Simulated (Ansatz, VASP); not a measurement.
## One calculation of Zr5H2, two programs

Contents of INCAR:

```
SYSTEM = Zr5H2
PREC     = Accurate       ! precision mode
ENCUT    = 520            ! plane-wave cutoff, eV
EDIFF    = 1E-6           ! SCF threshold, eV
ISMEAR   = 0              ! smearing method
SIGMA    = 0.1            ! smearing width, eV
LREAL    = .FALSE.        ! projectors in reciprocal space
LASPH    = .TRUE.         ! aspherical terms in the spheres
NELM     = 60             ! most SCF steps
ALGO     = Fast           ! electronic algorithm
ISIF     = 2              ! what is computed and relaxed
LWAVE    = .FALSE.        ! write WAVECAR
LCHARG   = .FALSE.        ! write CHGCAR
LDIPOL   = .TRUE.       
IDIPOL   = 3            
DIPOL    = 0.5 0.5 0.318
GGA      = PE             ! functional
NBANDS   = 40             ! bands
```

KPOINTS

```
regular mesh
0
G
  6 6 1
  0 0 0
```

The input POSCAR:

```
Zr5H2
1.0
    5.0551939858      0.0000000000      0.0000000000
   -2.5275969929      4.3779264128      0.0000000000
    0.0000000000      0.0000000000     21.8720672789
Zr H
5 2
Direct
    0.6666666667      0.3333333333      0.1828816613
    0.3333333333      0.6666666667      0.2300599704
    0.0000000000      0.0000000000      0.2702766909
    0.6666666667      0.3333333333      0.3062297178
    0.3333333333      0.6666666667      0.3599141855
    0.2057044179      0.7942955821      0.4390105040
    0.4609622488      0.5390377512      0.4390105040
```

Input for Ansatz:

```yaml
crystal:
  lattice:
    - [5.0551939858, 0.0, 0.0]
    - [-2.5275969929, 4.3779264128, 0.0]
    - [0.0, 0.0, 21.8720672789]
  atoms:
    - { symbol: Zr, position: [0.6666666667, 0.3333333333, 0.1828816613] }
    - { symbol: Zr, position: [0.3333333333, 0.6666666667, 0.2300599704] }
    - { symbol: Zr, position: [0.0, 0.0, 0.2702766909] }
    - { symbol: Zr, position: [0.6666666667, 0.3333333333, 0.3062297178] }
    - { symbol: Zr, position: [0.3333333333, 0.6666666667, 0.3599141855] }
    - { symbol: H, position: [0.2057044179, 0.7942955821, 0.439010504] }
    - { symbol: H, position: [0.4609622488, 0.5390377512, 0.439010504] }
basis:
  ecutwfc: 420
kpoints:
  mp_grid: { grid: [6, 6, 1] }
hamiltonian:
  xc: pbe
scf:
  occupations: { method: gaussian, width: 0.1 }
output:
  forces: true
  eigenvalues: true
efield:
  axis: 3
  dipole_correction: true
  ramp_width: 0.04
```

Alike in both runs: task single point; functional PBE; k mesh 6 × 6 × 1; occupations gaussian, width 0.1 eV; no spin polarisation.

|  | VASP | Ansatz |
| --- | --- | --- |
| version | VASP 6.6.1 | Ansatz 0.2.0 |
| potentials or method | VASP PAW PBE potentials, release 64 (Zr_sv, H) | scalar-relativistic, plane waves, PAW |
| plane-wave cutoff (eV) | 520 | 420 |
| valence electrons in the cell | 62 | 62 |

```tsv
	VASP	Ansatz	Ansatz less VASP
gap on the k mesh at the Fermi level (eV)	none	none	-
rms of the force components (eV/Å)	0.648	0.647	-0.0010
work function, face that differs most (eV)	6.26	6.53	+0.270
```

Atom by atom the forces differ by 0.003 eV/Å (rms over components). A gap of «none» marks a metal or a gap that the smearing closes.
